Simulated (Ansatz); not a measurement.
Geometry optimisation in Ansatz: input, command and trajectory.

```yaml
crystal:
  lattice:
    - [2.4705617809, 0.0, 0.0]
    - [-1.2352808905, 2.1395692639, 0.0]
    - [0.0, 0.0, 8.0882338]
  atoms:
    - { symbol: Co, position: [0.0, 0.0, 0.0], spin: 1.83 }
    - { symbol: Co, position: [0.33333333, 0.66666667, 0.25], spin: 1.87 }
    - { symbol: Co, position: [0.0, 0.0, 0.5], spin: 1.83 }
    - { symbol: Co, position: [0.66666667, 0.33333333, 0.75], spin: 1.87 }
basis:
  ecutwfc: 420
kpoints:
  mp_grid: { grid: [21, 21, 6] }
hamiltonian:
  xc: pbe
scf:
  occupations: { method: gaussian, width: 0.1 }
output:
  forces: true
  stress: true
  eigenvalues: true
  populations: true
magnetization:
  spin_polarized: true
relax:
  adjacent_minimum: "off"
  f_tol: 0.005
  max_steps: 80
  cell: { stress_tol: 0.05 }
```

```bash
ansatz run input.yaml --threads 1 --pin off --max-ram 2560MiB --backend cpu --events-out ev --progress --plain --runs-dir out
```

Level of theory: Ansatz, DFT PBE, scalar-relativistic, plane waves, PAW.

Of 7 frames 6 are shown, positions in Å and forces in eV/Å; the SCF threshold varies from step to step. Steps run on the plane waves of an earlier cell, with a Pulay correction in the pressure. The basis is chosen afresh for the last frame, the zero of the energies, and at times for earlier ones too; energy and pressure step there, also at an unchanged geometry.

```xyz
4
Lattice="2.4706 0.0000 0.0000 -1.2353 2.1396 0.0000 0.0000 0.0000 8.0882" Properties=species:S:1:pos:R:3:forces:R:3 pbc="T T T" step=1 free_energy_over_end_meV_per_atom=3.19 pressure_GPa=4.14
Co    0.0000    0.0000    0.0000    0.0000    0.0000    0.0000
Co    0.0000    1.4264    2.0221    0.0000    0.0000    0.0000
Co    0.0000    0.0000    4.0441    0.0000    0.0000    0.0000
Co    1.2353    0.7132    6.0662    0.0000    0.0000    0.0000
4
Lattice="2.4818 0.0000 0.0000 -1.2409 2.1493 0.0000 0.0000 0.0000 8.0932" Properties=species:S:1:pos:R:3:forces:R:3 pbc="T T T" step=2 free_energy_over_end_meV_per_atom=0.93 pressure_GPa=1.95
Co    0.0000    0.0000    0.0000    0.0000    0.0000    0.0000
Co    0.0000    1.4329    2.0233    0.0000    0.0000    0.0000
Co    0.0000    0.0000    4.0466    0.0000    0.0000    0.0000
Co    1.2409    0.7164    6.0699    0.0000    0.0000    0.0000
4
Lattice="2.4932 0.0000 0.0000 -1.2466 2.1592 0.0000 0.0000 0.0000 8.0907" Properties=species:S:1:pos:R:3:forces:R:3 pbc="T T T" step=3 free_energy_over_end_meV_per_atom=0.26 pressure_GPa=0.04
Co    0.0000    0.0000    0.0000    0.0000    0.0000    0.0000
Co    0.0000    1.4394    2.0227    0.0000    0.0000    0.0000
Co    0.0000    0.0000    4.0454    0.0000    0.0000    0.0000
Co    1.2466    0.7197    6.0680    0.0000    0.0000    0.0000
4
Lattice="2.4938 0.0000 0.0000 -1.2469 2.1597 0.0000 0.0000 0.0000 8.0886" Properties=species:S:1:pos:R:3:forces:R:3 pbc="T T T" step=4 free_energy_over_end_meV_per_atom=0.26 pressure_GPa=-0.01
Co    0.0000    0.0000    0.0000    0.0000    0.0000    0.0000
Co    0.0000    1.4398    2.0221    0.0000    0.0000    0.0000
Co    0.0000    0.0000    4.0443    0.0000    0.0000    0.0000
Co    1.2469    0.7199    6.0664    0.0000    0.0000    0.0000
4
Lattice="2.4938 0.0000 0.0000 -1.2469 2.1597 0.0000 0.0000 0.0000 8.0886" Properties=species:S:1:pos:R:3:forces:R:3 pbc="T T T" step=5 free_energy_over_end_meV_per_atom=0.00 pressure_GPa=0.04
Co    0.0000    0.0000    0.0000    0.0000    0.0000    0.0000
Co    0.0000    1.4398    2.0221    0.0000    0.0000    0.0000
Co    0.0000    0.0000    4.0443    0.0000    0.0000    0.0000
Co    1.2469    0.7199    6.0664    0.0000    0.0000    0.0000
4
Lattice="2.4941 0.0000 0.0000 -1.2471 2.1600 0.0000 0.0000 0.0000 8.0880" Properties=species:S:1:pos:R:3:forces:R:3 pbc="T T T" step=7 free_energy_over_end_meV_per_atom=0.00 pressure_GPa=0.00
Co    0.0000    0.0000    0.0000    0.0000    0.0000    0.0000
Co    0.0000    1.4400    2.0220    0.0000    0.0000    0.0000
Co    0.0000    0.0000    4.0440    0.0000    0.0000    0.0000
Co    1.2471    0.7200    6.0660    0.0000    0.0000    0.0000
```

Time: 5.8 min on 1 thread of Arm Neoverse V2, with other jobs on the host, peak memory 0.77 GiB.